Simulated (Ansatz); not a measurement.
# ZnO (P6_3mc): the host for defect calculations

Aim: the runs on the perfect crystal ZnO (P6_3mc) that a defect calculation needs first.

Calculated with Ansatz 0.2.0; plane-wave PAW DFT, PBEsol; relaxation of the host's cell and atoms; PAW set soft_1, in the first sound run; inputs show where later runs differ.

### Step 1. The structure

The structure is hexagonal, space group P6_3mc (No. 186). The conventional cell has a = 3.237 Å, b = 3.237 Å, c = 5.222 Å, α = 90.00°, β = 90.00°, γ = 120.00°. Nearest to Zn lie 4 O at 1.97 to 1.98 Å. Nearest to O lie 4 Zn at 1.97 to 1.98 Å. Farther neighbours and most contacts between anions are not listed.

### Step 2. Host cell relaxation

Cell and atoms are relaxed together, until forces and stress fall under their thresholds.

Contents of cell/input.yaml:

```yaml
crystal:
  lattice:
    - [3.237351, 0.0, 0.0]
    - [-1.6186755, 2.8036282, 0.0]
    - [0.0, 0.0, 5.2220613]
  atoms:
    - { symbol: Zn, position: [0.66666667, 0.33333333, 0.5005917] }
    - { symbol: Zn, position: [0.33333333, 0.66666667, 0.0005917] }
    - { symbol: O, position: [0.66666667, 0.33333333, 0.8797183] }
    - { symbol: O, position: [0.33333333, 0.66666667, 0.3797183] }
basis:
  ecutwfc: 420
  xc_grid: 2
hamiltonian:
  xc: pbesol
  pseudopotentials: { kind: paw, azcp: { folder: soft_1 }, xc_functional: pbe }
kpoints:
  mp_grid: { grid: [10, 10, 6] }
scf:
  occupations: { method: fixed }
  max_iter: 100
relax:
  f_tol: 0.005
  max_steps: 60
  cell: {}
output:
  forces: true
  stress: true
checkpoint:
  write: "../cell.run"
  compress: false
  write_wavefunctions: false
  write_every: 100000
```

Launch:

```sh
$ ansatz run input.yaml --threads 32 --pin off --max-ram 84787MiB --backend cuda --events-out ev --progress --plain --runs-dir out --max-vram 78GiB
```

Numbers of over 12 decimals in the logs are rounded to 6 here.

Output:

```text
[... repeated set-up lines and file paths are left out, and long positions are rounded to six places ...]
Engine: ansatz 0.2.0, aarch64-unknown-linux-gnu
Pseudopotentials: kind: paw
Pseudopotential: Zn, paw, valence charge 12, recommended cutoff 420 eV (normal), soft_1/Zn.paw.azcp
Pseudopotential: O, paw, valence charge 6, recommended cutoff 420 eV (normal), soft_1/O.paw.azcp
Functional definition: PBEsol
  exchange = pbesol_x
  correlation = pbesol_c
[...]
Crystal: 4 atoms, lattice volume = 47.397 Å³
Basis set: ecut = 420 eV, 941 PW (Γ), exchange–correlation on 48×48×72 points (8 copies of the dense FFT grid, shifted against one another)
Bands: 22, of which v1, the nominal top of the filled ones, is band 18 counted from 1 (17 counted from 0)
Symmetry: 12 space group operations
Space group: P63mc (ITA 186), of the structure as read, at distance tolerance 3.6e-5 Å
k-points: 56 of 600 (time reversal used)
Non-local potential: Zn, projectors of the file, l = 0: 2, l = 1: 2, l = 2: 3, l = 3: 1
Non-local potential: O, projectors of the file, l = 0: 2, l = 1: 2, l = 2: 1
PAW form: soft (Blöchl's): semilocal exchange-correlation on the pseudo side does not see the compensation charge
PAW frozen core: Zn, regenerated for the run's functional, and the local potential with it (the file was generated under x = pbe(κ = 0.804, μ = 0.219515), c = pbe(β = 0.066725))
PAW frozen core: O, regenerated for the run's functional, and the local potential with it (the file was generated under x = pbe(κ = 0.804, μ = 0.219515), c = pbe(β = 0.066725))
PAW one-centre angular grid: Zn, 590 points (default); XC on 64 Gauss nodes
PAW one-centre angular grid: O, 110 points (default); XC on 64 Gauss nodes
Initial density: superposition of atomic densities (chi_scale 0.1, normalization cell, long waves kept (reshape's long-wave potential 0.00 eV rms))
Initial wavefunctions: pseudopotential atomic-orbital guess
[...]
Functional: x = pbesol(κ = 0.804, μ = 0.123457), c = pbesol(β = 0.046)
SCF iter   1: F=—  HF=-7685.187301 eV  |Δ(HF+E_count)|=         —  Δρ=1.10e-1  dr2=3.04e0  Hψ=5775
preconditioner: auto → Resta (q_TF=auto, 2.606 Å⁻¹)  ε∞=6.5  [insulator: Δε(μ)=1.062 eV  Ē_g=13.810 eV  n_scr=22 (ndim 8)  ℏωp=32.4 eV  f_vac=0.000  ε∞_Penn≈6.5]
SCF iter   2: F=—  HF=-7684.362238 eV  |Δ(HF+E_count)|=   8.25e-1  Δρ=2.22e-2  dr2=2.12e-1  Hψ=2792
[...]
SCF iter   9: F=-7684.261568 eV  HF=-7684.261568 eV  |Δ(HF+E_count)|=   1.45e-6  Δρ=1.15e-5  dr2=4.40e-8  Hψ=5575
SCF 1 converged in 9 iterations: F = -7684.261568 eV  dr2 = 4.40e-8
  greatest PAW one-centre occupation: 0.987 electrons in one spin orbital (limit 2), on the Zn atom at site 0 (counted from 0), in its partial waves of l = 2
relax step   1: F+E_penalty+E_count = -7684.26156833 eV  Δ(F+E_penalty+E_count) = +0.000e0 eV  max|allowed force component| = 5.034e-4 eV/Å  Δτ_max = 0.0000 Å  P = -0.749 GPa  Ω = 47.397 Å³  (9 SCF iters, dr2 threshold 1.00e-7 eV, accepted)
[... the SCF cycles and remarks between the steps are left out from here to the last step ...]
relax step   2: F+E_penalty+E_count = -7684.26237838 eV  Δ(F+E_penalty+E_count) = -8.100e-4 eV  max|allowed force component| = 2.642e-4 eV/Å  Δτ_max = 0.0001 Å  P = -0.363 GPa  Ω = 47.272 Å³  energy of the carried Pulay correction = +3.734e-4 eV  (4 SCF iters, dr2 threshold 4.00e-7 eV, accepted)
relax step   3: F+E_penalty+E_count = -7684.26286136 eV  Δ(F+E_penalty+E_count) = -4.830e-4 eV  max|allowed force component| = 1.287e-3 eV/Å  Δτ_max = 0.0002 Å  P = +0.005 GPa  Ω = 47.155 Å³  energy of the carried Pulay correction = +7.239e-4 eV  (4 SCF iters, dr2 threshold 3.65e-7 eV, accepted)
[...]
iter 1 solved again at ethr=2.52e-7 eV; its pass at ethr=3.10e-3 eV (dr2=9.09e-5 eV) is discarded
SCF iter   1: F=—  HF=-7684.261858 eV  |Δ(HF+E_count)|=         —  Δρ=7.26e-5  dr2=7.99e-7  Hψ=9282
[...]
SCF iter   2: F=—  HF=-7684.262004 eV  |Δ(HF+E_count)|=   1.46e-4  Δρ=4.08e-5  dr2=3.02e-7  Hψ=2111
SCF iter   3: F=—  HF=-7684.262004 eV  |Δ(HF+E_count)|=   3.93e-8  Δρ=8.96e-6  dr2=2.32e-8  Hψ=2178
SCF iter   4: F=—  HF=-7684.262004 eV  |Δ(HF+E_count)|=  7.86e-10  Δρ=2.43e-6  dr2=2.05e-9  Hψ=2186
SCF iter   5: F=—  HF=-7684.262004 eV  |Δ(HF+E_count)|=   4.09e-9  Δρ=9.74e-7  dr2=6.60e-10  Hψ=2075
SCF iter   6: F=-7684.262004 eV  HF=-7684.262004 eV  |Δ(HF+E_count)|=  3.57e-10  Δρ=4.04e-7  dr2=3.95e-11  Hψ=7059
SCF 4 converged in 6 iterations: F = -7684.262004 eV  dr2 = 3.95e-11
relax step   4: F+E_penalty+E_count = -7684.26200382 eV  Δ(F+E_penalty+E_count) = +8.575e-4 eV  max|allowed force component| = 1.254e-3 eV/Å  Δτ_max = 0.0000 Å  P = -0.013 GPa  Ω = 47.155 Å³  stress off target by 1.46e-2 GPa  SCF on the basis re-selected at this cell (its energy is not comparable with the rows above)  (6 SCF iters)
basis re-selected at this cell: Δ(F+E_penalty+E_count) = +8.575e-4 eV, ΔP = -0.018 GPa vs the last step (what re-selecting the basis moved, of the pressure what is left beyond the Pulay correction that the steps carried, after the strain that the cell walked [...]
SCF converged after 6 iterations
Free energy (F): -7684.262004 eV
Harris-Foulkes:  -7684.262004 eV  (|F-HF|=3.55e-11)
Internal energy: -7684.262004 eV  (E = F + TS)
E sigma→0 (E₀):  -7684.262004 eV
Fermi energy:    7.166978 eV
--- Per-component energies (eV) ---
  E_band       = 61.785192
  E_kinetic    = 629.655828
  E_local      = -4424.407293  (includes V_loc(G=0)·N_el)
  E_nonlocal   = 1757.797033
  E_hartree    = 1656.942077
  E_xc         = -295.311987
  E_vxc        = -282.146098  (∫ρ·V_xc dr)
  E_paw        = -4038.553199  (= ΣΔE_a)
  E_vpaw       = -932.999747  (= ΣTr[D̂ρ^β])
  E_aug_tail   = 0.001176  (compensation charges beyond the density's cutoff)
  E_ewald      = -2972.050927
  E_core_change = 1.665288  (= ΣΔE_core)
  E_smearing   = -0.000000  (= −TS)
  E_closure    = -0.000000  (closes the sum)
  Σ components = -7684.262004   (vs F -7684.262004, Δ=0.00e0)
--- Forces (eV/Å), atoms counted from 1 ---
  atom   1  Zn     0.00000000     0.00000000     0.00125354
  atom   2  Zn     0.00000000    -0.00000000     0.00125354
  atom   3  O      0.00000000    -0.00000000    -0.00125356
  atom   4  O      0.00000000     0.00000000    -0.00125356
  max |Σ_I F_I| component: 3.01e-8 eV/Å
--- Stress (GPa, compression-positive) ---
       -0.014620       0.000000      -0.000000
        0.000000      -0.014620       0.000000
       -0.000000       0.000000      -0.010000
  P = ⅓ Tr σ = -0.0131 GPa (-0.131 kbar)
--- Band table (eV; the first three rows and the last of 56) ---
  k-point 0: bands = ["-10.9529", "-10.1792", "1.3852", "1.3899", "1.3899", "1.4343", "1.5851", "1.5851", "2.6060", "2.6060", "2.8221", [... rest cut ...]
  k-point 1: bands = ["-10.9040", "-10.2341", "1.2838", "1.3798", "1.3969", "1.3969", "1.5652", "1.5652", "2.6258", "2.6258", "2.8138", [... rest cut ...]
--- Relaxed structure (3 steps of the walk, 3 accepted, 1 SCFs on fresh bases) ---
  F+E_penalty+E_count = -7684.26200382 eV   max|allowed force component| = 1.254e-3 eV/Å   (the final SCF, on the basis selected at the relaxed cell)
  cell:  # Å, volume = 47.1549 Å³
    - [3.231218, 0.0, 0]
    - [-1.615609, 2.798317, 0]
    - [0, 0, 5.215114]
  atoms:
    - { symbol: Zn, position: [0.666667, 0.333333, 0.500641] }
    - { symbol: Zn, position: [0.333333, 0.666667, 0.000641] }
    - { symbol: O, position: [0.666667, 0.333333, 0.879669] }
    - { symbol: O, position: [0.333333, 0.666667, 0.379669] }
```

It took 2.2 s on 1 × NVIDIA GB200 with 32 threads of Arm Neoverse V2, shared host; peak memory 0.98 GiB; 7 s of CPU time.

Step by step:

| step | energy less that of the first step (eV) | largest force component (eV/Å) | pressure (GPa) | volume (Å³) |
| --- | --- | --- | --- | --- |
| 1 | 0.0000 | 0.0005 | -0.75 | 47.40 |
| 2 | -0.0008 | 0.0003 | -0.36 | 47.27 |
| 3 | -0.0013 | 0.0013 | 0.01 | 47.15 |
| 4* | -0.0004 | 0.0013 | -0.01 | 47.15 |

Relaxation steps marked * repeat the geometry before them on a plane-wave basis chosen anew for their cell, so energy and pressure can jump there.

Forces are held to the 12 operations that the run works with; a distortion that breaks them can't arise in this run.

| conventional cell, symmetrised | before | after | change |
| --- | --- | --- | --- |
| a (Å) | 3.237 | 3.231 | -0.2 % |
| b (Å) | 3.237 | 3.231 | -0.2 % |
| c (Å) | 5.222 | 5.215 | -0.1 % |
| volume (Å³/atom) | 11.85 | 11.79 | -0.5 % |

Final coordinates:

```xyz
4
Lattice="3.2312 0.0000 0.0000 -1.6156 2.7983 0.0000 0.0000 0.0000 5.2151" Properties=species:S:1:pos:R:3 pbc="T T T"
Zn    1.6156    0.9328    2.6109
Zn    0.0000    1.8656    0.0033
O     1.6156    0.9328    4.5876
O     0.0000    1.8656    1.9800
```

This step gave:

| Item | Value |
| --- | --- |
| pressure | -0.01308 GPa |

### Step 3. Dielectric tensors of the host

The response to a uniform electric field gives the electronic dielectric tensor.

This step: plane-wave PAW DFPT, PBEsol; dielectric tensors, Born charges and zone-centre modes of the host; PAW set soft_1 (Ansatz 0.2.0).

Contents of eps/input.yaml:

```yaml
crystal:
  lattice:
    - [3.2312179553, 0.0, 0.0]
    - [-1.6156089777, 2.7983168345, 0.0]
    - [0.0, 0.0, 5.2151142287]
  atoms:
    - { symbol: Zn, position: [0.6666666667, 0.3333333333, 0.5006413159] }
    - { symbol: Zn, position: [0.3333333333, 0.6666666667, 0.0006413159] }
    - { symbol: O, position: [0.6666666667, 0.3333333333, 0.8796686841] }
    - { symbol: O, position: [0.3333333333, 0.6666666667, 0.3796686841] }
basis:
  ecutwfc: 420
hamiltonian:
  xc: pbesol
  pseudopotentials: { kind: paw, azcp: { folder: soft_1 }, xc_functional: pbe }
kpoints:
  mp_grid: { grid: [9, 9, 5] }
scf:
  occupations: { method: fixed }
  max_iter: 100
phonons:
  method: dfpt
  dielectric: true
  rigid_motions: translations
```

Output:

```text
[...]
Crystal: 4 atoms, lattice volume = 47.155 Å³
Basis set: ecut = 420 eV, 941 PW (Γ), exchange–correlation on 48×48×72 points (8 copies of the dense FFT grid, shifted against one another)
Bands: 22, of which v1, the nominal top of the filled ones, is band 18 counted from 1 (17 counted from 0)
Symmetry: 12 space group operations
k-points: 115 of 405 (irreducible under 2 space group operations, time reversal used)
[...]
SCF iter   1: F=—  HF=-7685.184058 eV  |Δ(HF+E_count)|=         —  Δρ=1.10e-1  dr2=3.03e0  Hψ=11941
[...]
SCF iter   2: F=—  HF=-7684.362645 eV  |Δ(HF+E_count)|=   8.21e-1  Δρ=2.22e-2  dr2=2.12e-1  Hψ=5758
[...]
SCF iter  11: F=-7684.262011 eV  HF=-7684.262011 eV  |Δ(HF+E_count)|=  2.73e-10  Δρ=2.58e-7  dr2=2.52e-11  Hψ=15945
SCF 1 converged in 11 iterations: F = -7684.262011 eV  dr2 = 2.52e-11
[...]
the response reads at least the filled bands of the reference SCF and the lowest empty band at each k-point, and that SCF's band table does not vouch for those bands. The notice of the band table in this run's record says why
[...]
NSCF: frozen V_eff on 1 k-points
[...]
NSCF: frozen V_eff on 36 k-points, pencils in batches of 32, up to order 88
[...]
DFPT response loops at q = (0, 0, 0) (fractional): preconditioner auto → Resta (q_TF=auto, 2.608 Å⁻¹)  ε∞=9.3 (no band partly filled); β = 1.00, the filter's whole step (`scf.mixing.beta` (0.50) is not read by the response loops at its default; [...]
[...]
DFPT response loops at Γ: preconditioner auto → Resta (q_TF=auto, 2.608 Å⁻¹)  ε∞=9.3 (no band partly filled); β = 1.00, the filter's whole step (`scf.mixing.beta` (0.50) is not read by the response loops at its default; [...]
── the response to a field inside a basis, on 14×14×8 k-points: an SCF that follows is theirs, and a resumed run solves both again ──
[...]
Bands: 19, of which v1, the nominal top of the filled ones, is band 18 counted from 1 (17 counted from 0)
k-points: 224
[...]
Eigensolver: Dense (224 Hₖ)
SCF iter   1: F=—  HF=-7684.261116 eV  |Δ(HF+E_count)|=         —  Δρ=4.03e-4  dr2=1.51e-5
[...]
SCF iter   4: F=-7684.261115 eV  HF=-7684.261115 eV  |Δ(HF+E_count)|=   1.27e-6  Δρ=1.95e-5  dr2=8.32e-8
SCF 1 converged in 4 iterations: F = -7684.261115 eV  dr2 = 8.32e-8
[...]
WARN: field response: ε∞ stands inside a basis, on 14×14×8 points; [...]
SCF converged after 11 iterations
Free energy (F): -7684.262011 eV
[...]
Internal energy: -7684.262011 eV  (E = F + TS)
E sigma→0 (E₀):  -7684.262011 eV
Fermi energy:    7.167200 eV
[...]
--- Band table (eV; the first three rows and the last of 115) ---
[...]
--- Phonons (Γ-DFPT): 4 representative perturbations + reference (Σ response iterations 24) ---
  k mesh reduced under 2 symmetry operations, with k and −k counted as one. Each operation leaves every solved perturbation unchanged. A smaller set is not considered because the run solves the response to a homogeneous field
  ASR residual: 2.043e-4 → 0.000e0 eV/Å²; symmetrization residual: 2.177e-9 eV/Å²
  ASR residual per site (eV/Å²): 8.74e-5 8.74e-5 2.04e-4 2.04e-4
  Γ frequencies (cm⁻¹): 0.00 0.00 0.00 88.48 88.48 251.30 368.54 388.52 388.52 420.23 420.23 530.01
  ε∞ (high-frequency dielectric tensor):
        5.298570     0.000000     0.000000
        0.000000     5.298570     0.000000
        0.000000     0.000000     5.341979
  ε⁰ (static dielectric tensor: ions relaxed, cell fixed):
       10.073363     0.000000     0.000000
        0.000000    10.073363    -0.000000
        0.000000    -0.000000    10.928980
  ε⁰ − ε∞ (ionic part):
        4.774793     0.000000     0.000000
        0.000000     4.774793    -0.000000
        0.000000    -0.000000     5.587001
  softest optical mode at Γ: 88.48 cm⁻¹; the repairs (sum rule, projections) moved no ω² at Γ by more than (1.86 cm⁻¹)²
  Born effective charges Z* (e; rows j = field, columns β = displacement):
    site 0:
         2.10687    0.00000    0.00000
         0.00000    2.10687    0.00000
         0.00000    0.00000    2.16185
    site 1:
         2.10687    0.00000   -0.00000
         0.00000    2.10687    0.00000
         0.00000    0.00000    2.16185
    site 2:
        -2.10687   -0.00000   -0.00000
        -0.00000   -2.10687   -0.00000
        -0.00000   -0.00000   -2.16185
    site 3:
        -2.10687   -0.00000   -0.00000
        -0.00000   -2.10687   -0.00000
        -0.00000   -0.00000   -2.16185
  Z* charge neutrality: 1.250e-3 e pre-enforcement
  solved inside a basis spanned on kpoints, on 14×14×8 k-points transformed towards the longest dipole: ε∞ is read to err by 1.7e-2, Z* by 1.3e-2 e (field_mesh: kpoints solves on kpoints); Z* is corrected for what the basis lacks
  optical modes at Γ without the LO–TO term, one row a degenerate level:
      ω (cm⁻¹)  modes    IR ((D/Å)²/amu)
         88.48      2             0.0000
        251.30      1             0.0000
        368.54      1            16.7771
        388.52      2            31.8692
        420.23      2             0.0000
        530.01      1             0.0000
  optical modes at Γ + LO–TO along q̂ = [1.0000, 0.0000, 0.0000]:
      ω (cm⁻¹)  modes    IR ((D/Å)²/amu)
         88.48      2             0.0000
        251.30      1             0.0000
        368.54      1            16.7771
        388.52      1            15.9346
        420.23      2             0.0000
        530.01      1             0.0000
        535.70      1            15.9346
  optical modes at Γ + LO–TO along q̂ = [0.0000, 1.0000, 0.0000]:
      ω (cm⁻¹)  modes    IR ((D/Å)²/amu)
         88.48      2             0.0000
        251.30      1             0.0000
        368.54      1            16.7771
        388.52      1            15.9346
        420.23      2             0.0000
        530.01      1             0.0000
        535.70      1            15.9346
  optical modes at Γ + LO–TO along q̂ = [0.0000, 0.0000, 1.0000]:
      ω (cm⁻¹)  modes    IR ((D/Å)²/amu)
         88.48      2             0.0000
        251.30      1             0.0000
        388.52      2            31.8692
        420.23      2             0.0000
        527.14      1            16.7771
        530.01      1             0.0000
```

Elapsed: 10 s, on 1 × NVIDIA GB200 with 32 threads; peak memory 2.3 GiB; 86 s of CPU time.

Electronic dielectric tensor:

```
5.30 0.00 0.00
0.00 5.30 0.00
0.00 0.00 5.34
```

Static dielectric tensor:

```
10.07  0.00  0.00
 0.00 10.07  0.00
 0.00  0.00 10.93
```

The principal values of the electronic dielectric tensor are 5.30, 5.30 and 5.34. The principal values of the static dielectric tensor are 10.07, 10.07 and 10.93.

(Continued in part 2 of 2.)

[Logs are printed without paths, hosts, clocks, repeated set-up lines and the standing remarks that a program may print on its own settings, such as how far it seeks lower states.]

[Hosts, paths, dates, database ids (printed as entryN), source tags and the programs' standing remarks are cut or masked in the printed files.]

[Runs of the host that timed out are not shown.]

[For some hosts the program warned that the k-mesh of the response run may be too coarse for force constants and the static dielectric constant; such warnings are not always shown.]
